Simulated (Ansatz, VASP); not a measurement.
# GaAs in two plane-wave programs, part 2 of 2

Aim: how closely do two programs agree when they are given the same cell, functional and k mesh?

VASP 6.6.1 and Ansatz 0.2.0.

So far. Step 2 (Ansatz: single point, HSE06): The run ends at a pressure of 1.11 GPa.

## Step 3: VASP: single point, HSE06

Level of this step: HSE06; plane waves and PAW (Ga_d_GW, As_GW) (VASP).

The same cell, functional, mesh and smearing now go to VASP, with its own data sets and cutoff.

Lines of VASP's logs that name or quote its potential files are left out, and so is its time.

The run reads the wave functions of an earlier VASP run, which isn't shown here.

INCAR

```
SYSTEM = GaAs
PREC = Accurate
ENCUT = 430
EDIFF = 1E-08
NELM = 100
ISMEAR = 0
SIGMA = 0.01
LREAL = .FALSE.
ALGO = Normal
LHFCALC = .TRUE.
AEXX = 0.25
GGA = PE
HFSCREEN = 0.2
LASPH = .TRUE.
NBANDS = 15
PRECFOCK = Fast
LORBIT = 11
LWAVE = .TRUE.
LCHARG = .FALSE.
KPAR = 8
```

POSCAR

```
GaAs
1.0
    0.0000000000      2.8268500000      2.8268500000
    2.8268500000      0.0000000000      2.8268500000
    2.8268500000      2.8268500000      0.0000000000
Ga As
1 1
Direct
    0.0000000000      0.0000000000      0.0000000000
    0.2500000000      0.2500000000      0.2500000000
```

KPOINTS

```
Automatic mesh
0
Gamma
6 6 6
0 0 0
```

PAW data sets: Ga_d_GW and As_GW (PBE family, release 64).

Launch:

```console
mpirun -np 8 vasp_std
```

Numbers of over 12 decimals in the logs are rounded to 6 here.

Log:

```text
[banner, memory and clock lines left out]
running    8 mpi-ranks, on    1 nodes
 distrk:  each k-point on    1 cores,    8 groups
 distr:  one band on    1 cores,    1 groups

 POSCAR found type information on POSCAR GaAs
 POSCAR found :  2 types and       2 ions
|                                                                             |
|           W    W    AA    RRRRR   N    N  II  N    N   GGGG   !!!           |
|           W    W   A  A   R    R  NN   N  II  NN   N  G    G  !!!           |
|           W    W  A    A  R    R  N N  N  II  N N  N  G       !!!           |
|           W WW W  AAAAAA  RRRRR   N  N N  II  N  N N  G  GGG   !            |
|           WW  WW  A    A  R   R   N   NN  II  N   NN  G    G                |
|           W    W  A    A  R    R  N    N  II  N    N   GGGG   !!!           |
|                                                                             |
|     For optimal performance we recommend to set                             |
|       NCORE = 2 up to number-of-cores-per-socket                            |
|     NCORE specifies how many cores store one orbital (NPAR=cpu/NCORE).      |
|     This setting can greatly improve the performance of VASP for DFT.       |
|     The default, NCORE=1 might be grossly inefficient on modern             |
|     multi-core architectures or massively parallel machines. Do your        |
|     Unfortunately you need to use the default for GW and RPA                |
|     calculations (for HF NCORE is supported but not extensively tested      |
|     yet).                                                                   |
|                                                                             |

 LDA part: xc-table for (Slater+PW92), standard interpolation
 found WAVECAR, reading the header
 POSCAR, INCAR and KPOINTS ok, starting setup
 FFT: planning ... GRIDC
 FFT: planning ... GRID_SOFT
 FFT: planning ... GRID
 reading WAVECAR
 the WAVECAR file was read successfully
 initial charge from wavefunction
 entering main loop
       N       E                     dE             d eps       ncg     rms          rms(c)
DAV:   1    -0.983835068284E+01   -0.98384E+01   -0.58998E-01   741   0.180E+01    0.664E-01
DAV:   2    -0.982927539458E+01    0.90753E-02   -0.64761E-02   768   0.562E+00    0.326E-01
DAV:   3    -0.982824784550E+01    0.10275E-02   -0.55754E-03   669   0.164E+00    0.165E-01
DAV:   4    -0.982795004774E+01    0.29780E-03   -0.41671E-04   674   0.232E-01    0.905E-02
DAV:   5    -0.982788044647E+01    0.69601E-04   -0.11401E-04   745   0.887E-02    0.521E-02
DAV:   6    -0.982786034255E+01    0.20104E-04   -0.17682E-05   689   0.419E-02    0.308E-02
DAV:   7    -0.982785205820E+01    0.82843E-05   -0.31080E-06   710   0.195E-02    0.184E-02
DAV:   8    -0.982784886485E+01    0.31934E-05   -0.11948E-06   689   0.877E-03    0.110E-02
DAV:   9    -0.982784789079E+01    0.97406E-06   -0.47832E-07   783   0.466E-03    0.663E-03
DAV:  10    -0.982784769602E+01    0.19477E-06   -0.13197E-07   798   0.270E-03    0.399E-03
DAV:  11    -0.982784759647E+01    0.99552E-07   -0.44237E-08   782   0.173E-03    0.239E-03
DAV:  12    -0.982784754920E+01    0.47263E-07   -0.13062E-08   500   0.109E-03    0.144E-03
DAV:  13    -0.982784753421E+01    0.14989E-07   -0.10036E-08   444   0.747E-04    0.859E-04
DAV:  14    -0.982784751754E+01    0.16670E-07   -0.30140E-09   345   0.495E-04    0.516E-04
DAV:  15    -0.982784751045E+01    0.70918E-08   -0.18442E-09   324   0.379E-04
   1 F= -.98278475E+01 E0= -.98278475E+01  d E =-.125381E-88
 writing wavefunctions
```

OUTCAR, selected parts (step 3):

```text
ion  position               nearest neighbor table
   1  0.000  0.000  0.000-   2 2.45   2 2.45   2 2.45   2 2.45
   2  0.250  0.250  0.250-   1 2.45   1 2.45   1 2.45   1 2.45

  LATTYP: Found a face centered cubic cell.
 ALAT       =     5.6537000000

 Subroutine GETGRP returns: Found 24 space group operations
 (whereof 24 operations were pure point group operations)

The static configuration has the point symmetry T_d .

 Found     16 irreducible k-points:

   k-points           NKPTS =     16   k-points in BZ     NKDIM =    216   number of bands    NBANDS=     15

   dimension x,y,z NGX =    28 NGY =   28 NGZ =   28
   dimension x,y,z NGXF=    56 NGYF=   56 NGZF=   56

   ENCUT  =  430.0 eV  31.60 Ry    5.62 a.u.   6.76  6.76  6.76*2*pi/ulx,y,z

   NELECT =      18.0000    total number of electrons

 k-points in reciprocal lattice and weights: Automatic mesh
   0.00000000  0.00000000  0.00000000       0.005
   0.16666667  0.00000000  0.00000000       0.037
   0.33333333  0.00000000  0.00000000       0.037
   0.50000000  0.00000000  0.00000000       0.019
   0.16666667  0.16666667  0.00000000       0.028
   0.33333333  0.16666667  0.00000000       0.111
   0.50000000  0.16666667  0.00000000       0.111
  -0.33333333  0.16666667  0.00000000       0.111
  -0.16666667  0.16666667  0.00000000       0.056
[...]
-0.33333333  0.33333333  0.16666667       0.111
  -0.33333333  0.50000000  0.16666667       0.056

  exchange ACFDT corr.  =         0.00000000  see jH, gK, PRB 81, 115126

 average (electrostatic) potential at core
       1 -58.5883       2 -46.6190

 E-fermi :   3.5635

 k-point     1 :       0.0000    0.0000    0.0000
  band No.  band energies     occupation
    ...
      5     -13.8789      2.00000
      6     -10.5355      2.00000
      7       3.4238      2.00000
      8       3.4238      2.00000
      9       3.4238      2.00000
     10       4.8212      0.00000
     11       7.9744      0.00000
     12       7.9744      0.00000
     13       7.9744      0.00000
     14      12.0118      0.00000
    ...

 k-point     2 :       0.1667    0.0000    0.0000
  band No.  band energies     occupation
    ...
      5     -13.8792      2.00000
      6     -10.1918      2.00000
      7       0.6276      2.00000
      8       3.0222      2.00000
      9       3.0222      2.00000
     10       5.8766      0.00000
     11       8.5567      0.00000
     12       8.5567      0.00000
     13       8.9721      0.00000
     14      13.3814      0.00000
    ...

 k-point     3 :       0.3333    0.0000    0.0000
  band No.  band energies     occupation
    ...
      5     -13.8781      2.00000
      6      -9.2933      2.00000
      7      -2.3772      2.00000
      8       2.4287      2.00000
      9       2.4287      2.00000
     10       5.4214      0.00000
     11       8.9785      0.00000
     12       8.9786      0.00000
     13      11.6967      0.00000
     14      13.1633      0.00000
    ...

  energy-cutoff  :      430.00
  volume of cell :       45.18
      direct lattice vectors                 reciprocal lattice vectors
     0.000000000  2.826850000  2.826850000    -0.176875321  0.176875321  0.176875321
     2.826850000  0.000000000  2.826850000     0.176875321 -0.176875321  0.176875321
     2.826850000  2.826850000  0.000000000     0.176875321  0.176875321 -0.176875321

 POSITION                                       TOTAL-FORCE (eV/Angst)
 -----------------------------------------------------------------------------------
      0.00000      0.00000      0.00000        -0.000000     -0.000000      0.000000
      1.41342      1.41342      1.41342         0.000000      0.000000      0.000000
 -----------------------------------------------------------------------------------
    total drift:                                0.000027      0.000006      0.000014

  FREE ENERGIE OF THE ION-ELECTRON SYSTEM (eV)
  ---------------------------------------------------
  free  energy   TOTEN  =        -9.8278475105 eV

  energy  without entropy=       -9.8278475105  energy(sigma->0) =       -9.82784751

 total charge
# of ion       s       p       d       tot
------------------------------------------
    1        0.825   0.802   9.970  11.597
    2        1.175   1.611   0.032   2.817
--------------------------------------------------
tot          2.000   2.413  10.001  14.414

[... 3 further parts left out ...]
```

## Step 4: Comparison

Known differences besides the potentials themselves: exact exchange at q = 0 is treated differently, which shows on coarse meshes; VASP keeps PBE cores, Ansatz makes them for the functional; the data sets hold 28 valence electrons in Ansatz (default PAW (the set named soft_2) files) and 18 in VASP; the cutoff is 420 eV in Ansatz and 430 eV in VASP; VASP takes a coarser grid for exact exchange (PRECFOCK = Fast). Total energies have different zeros and are not compared.

Compared:

```tsv
quantity	Ansatz	VASP	difference
gap on the k mesh (eV)	1.436	1.397	+0.038
```

A gap on the mesh is an upper bound, since the band edges may lie between its points.

## Step 5: What came out

```json
{
 "difference in gap on the k mesh (single point, HSE06)": "0.038 eV"
}
```

In words: The difference in gap on the k mesh is 0.038 eV (single point, HSE06), within the 0.08 eV picked in this series as the mark of a large difference. How closely two codes agree says nothing of how well the functional describes the real material.

[Lines on the potential files, build, host, timing and source positions are cut from VASP's logs without a mark.]

[Logs are printed without paths, hosts, clocks, repeated set-up lines and the standing remarks that a program may print on its own settings, such as how far it seeks lower states.]

[Hosts, paths, dates, database ids (printed as entryN), source tags and the programs' standing remarks are cut or masked in the printed files.]
